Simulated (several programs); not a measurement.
CaO (zincblende) from semi-empirical methods to plane-wave DFT

CaO built on the zincblende prototype, relaxed with r2SCAN in Ansatz, was computed with several methods. It is cubic, F-43m (No. 216); a = 5.213 Å in the conventional setting, 17.71 Å³ an atom. Around Ca lie 4 O at 2.26 Å; around O lie 4 Ca at 2.26 Å. The structure was generated, not taken from experiment, and needn't be the ground state; spin polarisation is off.

```
Ca O
1.0
     0.00000    2.60673    2.60673
     2.60673    0.00000    2.60673
     2.60673    2.60673    0.00000
Ca O
1 1
Direct
  0.00000 0.00000 0.00000
  0.25000 0.25000 0.25000
```

Gaps and times are for a single point on this cell; volume and bulk modulus come from each method's own relaxation or energy curve at fixed shape. Times are rough, from shared hosts (Intel Xeon Platinum 8488C; NVIDIA H100 80GB HBM3), and each method has its own mesh and cell size. A dagger marks a closed or tiny gap in a crystal that DFT finds insulating: a failure of the method or a wrong SCF state. The energy curve of PM7 (MOPAC) is jagged, so its SCF state, and with it the gap, is in doubt. PM6 (MOPAC), PM7 (MOPAC), GFN1-xTB (tblite), GFN2-xTB (tblite) treat a cluster of cells at its zone centre, which samples few k points: where these miss a band edge, the gap comes out too large for that reason alone. Gaps from k meshes are read at a limited set of points (mesh, symmetry points, PBE's band edges), so each method's own least gap may be somewhat smaller. xTB and the PM methods were fitted mostly to molecules, and can miss a solid's gap by electronvolts. Minimal bases can be far off for gaps. Times of the plane-wave ladder aren't listed, since it ran on unlike processors and cards. GLLB-SC's gap includes the derivative discontinuity. G0W0 is at finite bands, cutoff and mesh. d marks a direct gap, i an indirect one (no mark: not told apart), a dash a value that wasn't computed or didn't pass its checks.

```csv
method,kind,gap (eV),own volume (Å³/atom),bulk modulus (GPa),atoms computed,processor time
light PBE (260 eV and a coarse mesh),light plane-wave,3.20 i,–,–,2,0.45 s
PBE,semilocal,3.33 i,18.01,76,2,–
PM6 (MOPAC),semi-empirical,7.42,–,–,cluster,2 s
PM7 (MOPAC),semi-empirical,0.00†,–,–,cluster,2.5 s
r2SCAN,semilocal,3.76 i,17.71,82,2,–
GFN1-xTB (tblite),tight binding,0.05†,–,–,cluster,5.5 s
GLLB-SC (GPAW),model potential,6.82,–,–,2,6.9 s
GFN2-xTB (tblite),tight binding,0.15†,–,–,cluster,7.5 s
PBE/SZV (CP2K),small basis,overlap 0.05†,–,–,2,11 s
PBE/DZVP (CP2K),small basis,3.37 i,18.41,75,2,20 s
PBE/single zeta (GPAW),small basis,3.50 i,–,–,2,33 s
G0W0@PBE (260 eV screening cutoff),many-body,4.88,–,–,2,–
G0W0@r2SCAN (180 eV screening cutoff),many-body,5.03,–,–,2,–
```

Against r2SCAN (3.76 eV) and with closed or daggered gaps left aside, the nearest gap at the points sampled is that of PBE/single zeta (GPAW) (-0.26 eV) and the farthest that of PM6 (MOPAC) (+3.66 eV). r2SCAN is only a yardstick of convenience: semilocal gaps usually lie below measured ones, which GLLB-SC and hybrids aim to mend.

Volumes against r2SCAN's: PBE +1.7 %, PBE/DZVP (CP2K) +3.9 %.
